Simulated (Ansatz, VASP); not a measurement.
## Si23PH6F2: VASP beside Ansatz

Wanted: the spread between two codes on one cell, functional and k mesh. The cell is taken from a series of runs on this material, whose earlier steps may have relaxed, scaled, displaced or heated it; both programs get it as it stands.

Main program and level: Ansatz 0.2.0; plane waves, with VASP 6.6.1 beside it; PBE.

## Step 1: Starting point

The cell holds 32 atoms: 2 F, 6 H, 1 P and 23 Si. Its edges and angles: a = 7.679 Å, b = 7.679 Å, c = 24.144 Å, α = 90.0°, β = 90.0°, γ = 60.0°. It derives from Si. As first built, before any earlier steps moved the atoms or strained the cell (in the runner's words): kind terminated face; group F; share_of_top_atoms 0.5; rest H; oxygen_in_back_bonds 0; lower_face H. Vacuum lies along c.

## Step 2: VASP: single point, PBE, pair 1

With cell and atoms fixed, the geometry can't cause a difference; cores, projectors, grids and the points listed under the comparison can.

Lines of VASP's logs that name or quote its potential files are left out, and so is its time.

INCAR

```
SYSTEM = Si23PH6F2
PREC = Accurate
ENCUT = 520
EDIFF = 1E-06
NELM = 120
ISMEAR = -1
SIGMA = 0.02
LREAL = Auto
ALGO = Normal
GGA = PE
NBANDS = 80
LORBIT = 11
LWAVE = .FALSE.
LCHARG = .FALSE.
ISIF = 2
LDIPOL = .TRUE.
IDIPOL = 3
DIPOL = 0.5 0.5 0.497
LVHAR = .TRUE.
LASPH = .TRUE.
GGA_COMPAT = .FALSE.
NELMDL = -8
KPAR = 4
```

POSCAR

```
Si23PH6F2
1.0
    7.6791796437      0.0000000000      0.0000000000
    3.8395898218      6.6503646517      0.0000000000
    0.0000000000      0.0000000000     24.1437769138
F H P Si
2 6 1 23
Direct
    0.0003751824      0.9992496354      0.7104197188
    0.5003751824      0.9992496354      0.7104197188
    0.9993744618      0.5012510765      0.7062129643
    0.4993744618      0.5012510765      0.7062129643
    0.0000000001      0.0000000000      0.2899297830
    0.5000000000      0.0000000000      0.2899297830
    0.0000000001      0.5000000000      0.2899297830
    0.5000000000      0.5000000000      0.2899297830
    0.9998855895      0.0002288211      0.6428003484
    0.4998855895      0.0002288211      0.6428003484
    0.0001692729      0.4996614543      0.6441246025
    0.5001692729      0.4996614543      0.6441246025
    0.8326316814      0.3347366372      0.6117484291
    0.3326316814      0.3347366372      0.6117484291
    0.8340774322      0.8318451356      0.6115091898
    0.3340774323      0.8318451356      0.6115091898
    0.8334682584      0.3330634833      0.5138637456
    0.3334682584      0.3330634833      0.5138637456
    0.8331846577      0.8336306848      0.5135423347
    0.3331846576      0.8336306848      0.5135423347
    0.1665129132      0.1669741736      0.4806198777
    0.6665129132      0.1669741736      0.4806198777
    0.1668035054      0.6663929892      0.4806208211
    0.6668035054      0.6663929892      0.4806208211
    0.1666666666      0.1666666670      0.3828627570
    0.6666666666      0.1666666670      0.3828627570
    0.1666666666      0.6666666670      0.3828627570
    0.6666666666      0.6666666670      0.3828627570
    0.0000000001      0.0000000000      0.3504008520
    0.5000000000      0.0000000000      0.3504008520
    0.0000000001      0.5000000000      0.3504008520
    0.5000000000      0.5000000000      0.3504008520
```

KPOINTS

```
Automatic mesh
0
Gamma
3 3 1
0 0 0
```

The projector-augmented-wave data sets are F, H, P and Si (PBE family, release 64).

Started as:

```
> mpirun -np 4 vasp_std
```

Numbers of over 12 decimals in the logs are rounded to 6 here.

Log:

```text
[banner, memory and clock lines left out]
running    4 mpi-ranks, on    1 nodes
[...]
LDA part: xc-table for (Slater+PW92), standard interpolation
 POSCAR, INCAR and KPOINTS ok, starting setup
[...]
entering main loop
       N       E                     dE             d eps       ncg     rms          rms(c)
DAV:   1     0.650668221193E+03    0.65067E+03   -0.39746E+04   640   0.109E+03
DAV:   2    -0.729510847826E+02   -0.72362E+03   -0.69840E+03   888   0.210E+02
DAV:   3    -0.160305746198E+03   -0.87355E+02   -0.86324E+02   752   0.742E+01
DAV:   4    -0.163997219049E+03   -0.36915E+01   -0.36733E+01   888   0.168E+01
[...]
DAV:  31    -0.158842723666E+03   -0.42865E-05   -0.12573E-07   504   0.135E-03    0.688E-04
DAV:  32    -0.158842727948E+03   -0.42814E-05   -0.38506E-07   528   0.230E-03    0.120E-03
DAV:  33    -0.158842728285E+03   -0.33738E-06   -0.51672E-08   472   0.787E-04
   1 F= -.15884273E+03 E0= -.15883100E+03  d E =-.234523E-01
```

From OUTCAR (step 2):

```text
  Total        4.3147097      3.9374832      1.1348116     -0.0000000      0.0084004     -0.0000000
  in kB        5.6065625      5.1163918      1.4745817     -0.0000000      0.0109155     -0.0000000
  external PRESSURE =       4.0658453 kB  Pullay stress =       0.0000000 kB

 POSITION                                       TOTAL-FORCE (eV/Angst)
 -----------------------------------------------------------------------------------
      3.83959      6.64537     17.15222        -0.000000      0.017200     -0.353713
      7.67918      6.64537     17.15222         0.000000     -0.027879      0.232700
      9.59897      3.33350     17.05065        -0.025747      0.007079      0.014670
      5.75938      3.33350     17.05065         0.025747      0.007079      0.014670
      0.00000      0.00000      7.00000        -0.000000      0.000848     -0.763588
      3.83959      0.00000      7.00000         0.000000     -0.014039     -0.757960
      1.91979      3.32518      7.00000        -0.014212      0.006401     -0.760630
      5.75938      3.32518      7.00000         0.014212      0.006401     -0.760630
      7.67918      0.00152     15.51963         0.000000     -0.064242     -0.883781
      3.83959      0.00152     15.51963        -0.000000      0.148123     -0.176563
      1.91979      3.32293     15.55160         0.157557     -0.062001      0.125014
      5.75938      3.32293     15.55160        -0.157557     -0.062001      0.125014
      7.67918      2.22612     14.76992         0.000000     -0.028876      0.185845
      3.83959      2.22612     14.76992         0.000000     -0.031989     -0.055763
[...]
-----------------------------------------------------------------------------------
    total drift:                               -0.000002     -0.000171      0.004055

  FREE ENERGIE OF THE ION-ELECTRON SYSTEM (eV)
  ---------------------------------------------------
  free  energy   TOTEN  =      -158.8427282851 eV

  energy  without entropy=     -158.8192759453  energy(sigma->0) =     -158.83100212

[... 3 further parts left out ...]
[key lines of the parts left out:]
E-fermi :   0.3464
```

This run has no spin polarisation. Its electron count is odd, so without a moment it is a metal by construction.

## Step 3: Ansatz: single point, PBE, pair 1

Ansatz runs on its PAW soft_1 files.

The same cell, functional, mesh and smearing now go to Ansatz, which takes its cutoff from its data sets.

input.yaml

```yaml
crystal:
  lattice:
    - [7.6791796437, 0.0, 0.0]
    - [3.8395898218, 6.6503646517, 0.0]
    - [0.0, 0.0, 24.1437769138]
  atoms:
    - { symbol: F, position: [0.0003751823, -0.0007503646, 0.7104197188] }
    - { symbol: F, position: [0.5003751823, -0.0007503646, 0.7104197188] }
    - { symbol: H, position: [-0.0006255383, 0.5012510765, 0.7062129643] }
    - { symbol: H, position: [0.4993744617, 0.5012510765, 0.7062129643] }
    - { symbol: P, position: [-0.0001144105, 0.0002288211, 0.6428003484] }
    - { symbol: Si, position: [0.4998855895, 0.0002288211, 0.6428003484] }
    - { symbol: Si, position: [0.0001692728, 0.4996614543, 0.6441246025] }
    - { symbol: Si, position: [0.5001692728, 0.4996614543, 0.6441246025] }
    - { symbol: Si, position: [0.8326316814, 0.3347366372, 0.6117484291] }
    - { symbol: Si, position: [0.3326316814, 0.3347366372, 0.6117484291] }
    - { symbol: Si, position: [0.8340774322, 0.8318451356, 0.6115091898] }
    - { symbol: Si, position: [0.3340774322, 0.8318451356, 0.6115091898] }
    - { symbol: Si, position: [0.8334682584, 0.3330634833, 0.5138637456] }
    - { symbol: Si, position: [0.3334682584, 0.3330634833, 0.5138637456] }
    - { symbol: Si, position: [0.8331846576, 0.8336306848, 0.5135423347] }
    - { symbol: Si, position: [0.3331846576, 0.8336306848, 0.5135423347] }
    - { symbol: Si, position: [0.1665129132, 0.1669741736, 0.4806198777] }
    - { symbol: Si, position: [0.6665129132, 0.1669741736, 0.4806198777] }
    - { symbol: Si, position: [0.1668035054, 0.6663929892, 0.4806208211] }
    - { symbol: Si, position: [0.6668035054, 0.6663929892, 0.4806208211] }
    - { symbol: Si, position: [0.1666666665, 0.166666667, 0.382862757] }
    - { symbol: Si, position: [0.6666666665, 0.166666667, 0.382862757] }
    - { symbol: Si, position: [0.1666666665, 0.666666667, 0.382862757] }
    - { symbol: Si, position: [0.6666666665, 0.666666667, 0.382862757] }
    - { symbol: Si, position: [0.0, 0.0, 0.350400852] }
    - { symbol: Si, position: [0.5, 0.0, 0.350400852] }
    - { symbol: Si, position: [0.0, 0.5, 0.350400852] }
    - { symbol: Si, position: [0.5, 0.5, 0.350400852] }
    - { symbol: H, position: [0.0, 0.0, 0.289929783] }
    - { symbol: H, position: [0.5, 0.0, 0.289929783] }
    - { symbol: H, position: [0.0, 0.5, 0.289929783] }
    - { symbol: H, position: [0.5, 0.5, 0.289929783] }
kpoints:
  mp_grid: { grid: [3, 3, 1] }
scf:
  occupations: { method: fermi_dirac, width: 0.02 }
  n_extra_bands: 25
hamiltonian:
  xc: pbe
  pseudopotentials: { kind: paw, azcp: { folder: soft_1 } }
output:
  forces: true
  write_potential: true
  volumetric_format: []
efield:
  axis: 3
  dipole_correction: true
```

Started as:

```
> ansatz run input.yaml --threads 4 --pin off --max-ram 11264MiB --backend cpu --events-out ev --progress --plain --runs-dir out
```

Log:

```text
scf.n_extra_bands = 25 over 59 filled bands (N_el = 117.0): the run solves 84 bands
Engine: ansatz 0.2.0, x86_64-unknown-linux-gnu
Pseudopotentials: kind: paw
Pseudopotential: F, paw, valence charge 7, recommended cutoff 420 eV (normal), soft_1/F.paw.azcp
Pseudopotential: H, paw, valence charge 1, recommended cutoff 420 eV (normal), soft_1/H.paw.azcp
Pseudopotential: P, paw, valence charge 5, recommended cutoff 420 eV (normal), soft_1/P.paw.azcp
Pseudopotential: Si, paw, valence charge 4, recommended cutoff 420 eV (normal), soft_1/Si.paw.azcp
Functional definition: PBE
  parameter kappa = 0.804
  parameter beta = 0.066725
  exchange = pbe_x(kappa = kappa, mu = beta*pi^2/3)
  correlation = pbe_c(beta = beta)
Crystal: 32 atoms, lattice volume = 1233.007 Å³
Basis set: ecut = 420 eV, 24051 PW (Γ), exchange–correlation on 108×108×324 points (8 copies of the dense FFT grid, shifted against one another)
Bands: 84, of which v1, the nominal top of the filled ones, is band 59 counted from 1 (58 counted from 0)
Symmetry: 2 space group operations
Space group: Cm (ITA 8), of the structure as read, at distance tolerance 1.1e-4 Å
k-points: 4 of 9 (time reversal used)
Non-local potential: F, projectors of the file, l = 0: 2, l = 1: 2, l = 2: 1
Non-local potential: H, projectors of the file, l = 0: 2, l = 1: 1
Non-local potential: P, projectors of the file, l = 0: 2, l = 1: 2, l = 2: 1
Non-local potential: Si, projectors of the file, l = 0: 2, l = 1: 2, l = 2: 1
PAW form: soft (Blöchl's): semilocal exchange-correlation on the pseudo side does not see the compensation charge
PAW one-centre angular grid: F, 110 points (default); XC on 64 Gauss nodes
PAW one-centre angular grid: H, 110 points (default); XC on 64 Gauss nodes
PAW one-centre angular grid: P, 110 points (default); XC on 64 Gauss nodes
PAW one-centre angular grid: Si, 110 points (default); XC on 64 Gauss nodes
Initial density: superposition of atomic densities (neutral atoms: chi_scale 0, normalization atom)
Initial wavefunctions: pseudopotential atomic-orbital guess
Functional: x = pbe(κ = 0.804, μ = 0.219515), c = pbe(β = 0.066725)
SCF iter   1: F=—  HF=-17095.733170 eV  |F-HF|=—  |Δ(HF+E_count)|=         —  Δρ=4.07e-2  dr2=1.94e1  ethr=3.10e-3  p=0.000 e·Å  D=7.39e-8 V/Å  ΔV_dip=-0.00 eV  dr2_dipole=2.34e-1  V_vac-E_F(+/−)=5.51/5.51 eV  ⟨swp⟩=10.0  Hψ=2106  notcnv=0  defer=15
efield: sawtooth ramp at fractional position 0.9502 (placed from the atoms, in the widest stretch of the axis that holds none; the zero of the levels goes with the place), width 0.1000; the density the first Hamiltonian is built on has a dipole p = 0.000 e·Å; the dipole correction subtracts the counter field D = 7.39e-8 V/Å, which shifts the + side's vacuum level by -0.00 eV against the − side's; the planar-averaged density in the ramp window peaks in size at 1.1e-6 e/Å³
preconditioner: auto → LDOS  [metal: Δε(μ)=0.043 eV  Ē_g=8.466 eV  σ=0.020 eV  W_gap=0.48  n_scr=134 (ndim 8)  ℏωp=11.2 eV  f_vac=0.483  D(μ)=16.74/eV (n_scr^D=66)  β→1.0]
SCF iter   2: F=—  HF=-17090.967037 eV  |F-HF|=—  |Δ(HF+E_count)|=    4.77e0  Δρ=1.87e-2  dr2=2.93e0  ethr=3.10e-3  p=-0.283 e·Å  D=-4.16e-2 V/Å  ΔV_dip=1.00 eV  dr2_dipole=2.12e-1  V_vac-E_F(+/−)=4.32/3.31 eV  ⟨swp⟩=3.2  Hψ=834  notcnv=0  defer=64
SCF iter   3: F=—  HF=-17090.774011 eV  |F-HF|=—  |Δ(HF+E_count)|=   1.93e-1  Δρ=9.84e-3  dr2=1.19e0  ethr=2.50e-3  p=-0.259 e·Å  D=-3.81e-2 V/Å  ΔV_dip=0.92 eV  dr2_dipole=1.10e-1  V_vac-E_F(+/−)=4.56/3.64 eV  ⟨swp⟩=3.0  Hψ=735  notcnv=0  defer=64
SCF iter   4: F=—  HF=-17090.592200 eV  |F-HF|=—  |Δ(HF+E_count)|=   1.82e-1  Δρ=2.93e-3  dr2=3.68e-1  ethr=1.02e-3  p=-0.243 e·Å  D=-3.56e-2 V/Å  ΔV_dip=0.86 eV  dr2_dipole=7.74e-2  V_vac-E_F(+/−)=4.51/3.65 eV  ⟨swp⟩=2.0  Hψ=652  notcnv=0  defer=64
SCF iter   5: F=—  HF=-17090.573554 eV  |F-HF|=—  |Δ(HF+E_count)|=   1.86e-2  Δρ=1.87e-3  dr2=1.35e-1  ethr=3.15e-4  p=-0.221 e·Å  D=-3.24e-2 V/Å  ΔV_dip=0.78 eV  dr2_dipole=2.87e-2  V_vac-E_F(+/−)=4.39/3.61 eV  ⟨swp⟩=3.2  Hψ=495  notcnv=0  defer=64
SCF iter   6: F=—  HF=-17090.555325 eV  |F-HF|=—  |Δ(HF+E_count)|=   1.82e-2  Δρ=6.46e-4  dr2=2.87e-2  ethr=1.15e-4  p=-0.202 e·Å  D=-2.96e-2 V/Å  ΔV_dip=0.71 eV  dr2_dipole=6.04e-3  V_vac-E_F(+/−)=4.36/3.65 eV  ⟨swp⟩=3.0  Hψ=553  notcnv=0  defer=64
SCF iter   7: F=—  HF=-17090.555611 eV  |F-HF|=—  |Δ(HF+E_count)|=   2.86e-4  Δρ=3.33e-4  dr2=4.34e-3  ethr=2.45e-5  p=-0.194 e·Å  D=-2.84e-2 V/Å  ΔV_dip=0.69 eV  dr2_dipole=8.65e-4  V_vac-E_F(+/−)=4.37/3.68 eV  ⟨swp⟩=3.5  Hψ=517  notcnv=0  defer=64
SCF iter   8: F=—  HF=-17090.556123 eV  |F-HF|=—  |Δ(HF+E_count)|=   5.13e-4  Δρ=1.04e-4  dr2=4.94e-4  ethr=3.71e-6  p=-0.192 e·Å  D=-2.82e-2 V/Å  ΔV_dip=0.68 eV  dr2_dipole=9.74e-5  V_vac-E_F(+/−)=4.37/3.69 eV  ⟨swp⟩=2.0  Hψ=482  notcnv=0  defer=64
[...]
SCF iter  15: F=-17090.556235 eV  HF=-17090.556235 eV  |F-HF|=2.22e-8  |Δ(HF+E_count)|=   1.98e-7  Δρ=1.18e-6  dr2=4.90e-8  ethr=8.55e-11  p=-0.191 e·Å  D=-2.81e-2 V/Å  ΔV_dip=0.68 eV  dr2_dipole=4.21e-10  V_vac-E_F(+/−)=4.37/3.70 eV  ⟨swp⟩=27.8  Hψ=3778  notcnv=0
SCF 1 converged in 15 iterations: F = -17090.556235 eV  dr2 = 4.90e-8
  greatest PAW one-centre occupation: 0.934 electrons in one spin orbital (limit 2), on the F atom at site 0 (counted from 0), in its partial waves of l = 0
WARN: The output density's exchange-correlation potential varies sharply where the density is thin. Do not read a vacuum level from v_tot or v_xc, or from such a field of the output density. On a cell that repeats whose density bears no net charge and no dipole along the vacuum's axis use v_es (v_loc + v_h of the components); under efield.dipole_correction with no amplitude use v_es + v_field, which holds any externa [...]
SCF converged after 15 iterations
Free energy (F): -17090.556235 eV
Harris-Foulkes:  -17090.556235 eV  (|F-HF|=2.22e-8)
Internal energy: -17090.532765 eV  (E = F + TS)
E sigma→0 (E₀):  -17090.544500 eV
Entropy (-TS):   -0.023470 eV (-0.733 meV/atom)
Fermi energy:    0.568170 eV
Dipole field:    D = -0.028096 V/Å  (p = -0.191445 e·Å, saw-weighted, corrected)
Work function:   Φ+ = 4.3744 eV   Φ− = 3.6960 eV
Levels:          The Fermi level and band energies are counted from a zero that moves with the ramp; work functions are not
--- Per-component energies (eV) ---
  E_band       = -735.737119
  E_kinetic    = 1477.427627
  E_local      = -31649.532553  (includes V_loc(G=0)·N_el)
  E_nonlocal   = 732.152575
  E_hartree    = 15158.183259
  E_xc         = -1574.246753
  E_vxc        = -1419.247526  (∫ρ·V_xc dr)
  E_paw        = -12737.770829  (= ΣΔE_a)
  E_vpaw       = -194.518449  (= ΣTr[D̂ρ^β])
  E_aug_tail   = -0.003689  (compensation charges beyond the density's cutoff)
  E_efield     = 0.002689  (sawtooth field / dipole correction)
  E_vefield    = 1.608447  (∫n·V_field dr)
  E_ewald      = 11503.254909
  E_smearing   = -0.023470  (= −TS)
  E_closure    = 0.000000  (closes the sum)
  Σ components = -17090.556235   (vs F -17090.556235, Δ=0.00e0)
--- Forces (eV/Å), atoms counted from 1 ---
  atom   1  F     -0.00000000     0.01779099    -0.44059822
  atom   2  F      0.00000000    -0.02688203     0.05171455
  atom   3  H     -0.02552864     0.00715972     0.02303347
  atom   4  H      0.02552864     0.00715972     0.02303347
  atom   5  P      0.00000000    -0.06443751    -0.78688893
  atom   6  Si    -0.00000000     0.14619738     0.00785117
  atom   7  Si     0.15631702    -0.06085546     0.11468570
  atom   8  Si    -0.15631702    -0.06085546     0.11468570
  atom   9  Si     0.00000000    -0.02938095     0.18795351
  atom  10  Si     0.00000000    -0.03058372    -0.05168944
  atom  11  Si    -0.02390913     0.05549029     0.18775785
  atom  12  Si     0.02390913     0.05549029     0.18775785
  atom  13  Si     0.00000000    -0.25727651    -0.15048805
  atom  14  Si     0.00000000    -0.03396525    -0.06859714
  atom  15  Si     0.17682489     0.13386842    -0.11557072
  atom  16  Si    -0.17682489     0.13386842    -0.11557072
  atom  17  Si     0.02986431     0.00222284     0.13040260
  atom  18  Si    -0.02986431     0.00222284     0.13040260
  atom  19  Si     0.00000000    -0.01275714     0.10131189
  atom  20  Si    -0.00000000     0.01888658     0.37072449
  atom  21  Si    -0.02382503    -0.00318318    -0.07914905
  atom  22  Si     0.02382503    -0.00318318    -0.07914905
  atom  23  Si    -0.00000000     0.01037622    -0.08648283
  atom  24  Si     0.00000000    -0.01194125    -0.14864418
  atom  25  Si     0.00000000    -0.00266757     0.87521651
  atom  26  Si    -0.00000000     0.02950582     0.90612455
  atom  27  Si     0.03288548    -0.01089276     0.89559400
  atom  28  Si    -0.03288548    -0.01089276     0.89559400
  atom  29  H     -0.00000000     0.00089224    -0.77309257
  atom  30  H      0.00000000    -0.01384974    -0.76754527
  atom  31  H     -0.01406880     0.00624591    -0.77021333
  atom  32  H      0.01406880     0.00624591    -0.77021333
  max |Σ_I F_I| component: 4.89e-5 eV/Å
--- Band table (eV) ---
  k-point 0: bands = [... 55 lower, -1.0185, -0.4989, -0.4976, 0.1476, 0.5773, 0.6146, 0.6341, 0.8876, ... 21 higher]
  k-point 1: bands = [... 55 lower, -1.5785, -1.4719, -0.8948, 0.5671, 0.8850, 1.1769, 1.4459, 1.6187, ... 21 higher]
  k-point 2: bands = [... 55 lower, -1.6143, -1.4217, -0.8889, 0.5690, 0.8976, 1.1367, 1.4176, 1.5774, ... 21 higher]
  k-point 3: bands = [... 55 lower, -1.8636, -1.7629, -1.6488, 1.0329, 1.5794, 1.8667, 2.0685, 2.1251, ... 21 higher]
```

The column dr2 measures how far the density is from self-consistency, as an energy; F and HF (Harris–Foulkes) agree once it is small.

## Step 4: Comparison

Known differences besides the potentials themselves: the cutoff is 420 eV in Ansatz and 520 eV in VASP (PREC = Accurate, projectors in real space). Total energies have different zeros and are not compared.

The two programs side by side:

```
                                   quantity  Ansatz  VASP  difference
 work function, lower of the two faces (eV)    3.70  3.70        0.00
work function, higher of the two faces (eV)    4.37  4.41       -0.03
```

Forces on 9 of the 32 atoms, those with the largest forces and the largest differences (eV/Å; atoms numbered as in POSCAR):

```
atom         Ansatz x, y, z           VASP x, y, z
  F2   0.000, -0.027, 0.052   0.000, -0.028, 0.233
  H5   0.000, 0.001, -0.773   0.000, 0.001, -0.764
  H8   0.014, 0.006, -0.770   0.014, 0.006, -0.761
  P9  0.000, -0.064, -0.787  0.000, -0.064, -0.884
Si10    0.000, 0.146, 0.008   0.000, 0.148, -0.177
Si29   0.000, -0.003, 0.875   0.000, -0.002, 0.866
Si30    0.000, 0.030, 0.906    0.000, 0.030, 0.897
Si31   0.033, -0.011, 0.896   0.033, -0.011, 0.887
Si32  -0.033, -0.011, 0.896  -0.033, -0.011, 0.887
```

The forces differ by 30 meV/Å r.m.s., which is 10.9 % of the r.m.s. force of 0.272 eV/Å (both taken over all components). Where the cell holds vacuum, a pressure given here is an average over it and none of the material.

[end of part 1 of 2]

[Lines on the potential files, build, host, timing and source positions are cut from VASP's logs without a mark.]

[Logs are printed without paths, hosts, clocks, repeated set-up lines and the standing remarks that a program may print on its own settings, such as how far it seeks lower states.]

[Hosts, paths, dates, database ids (printed as entryN), source tags and the programs' standing remarks are cut or masked in the printed files.]
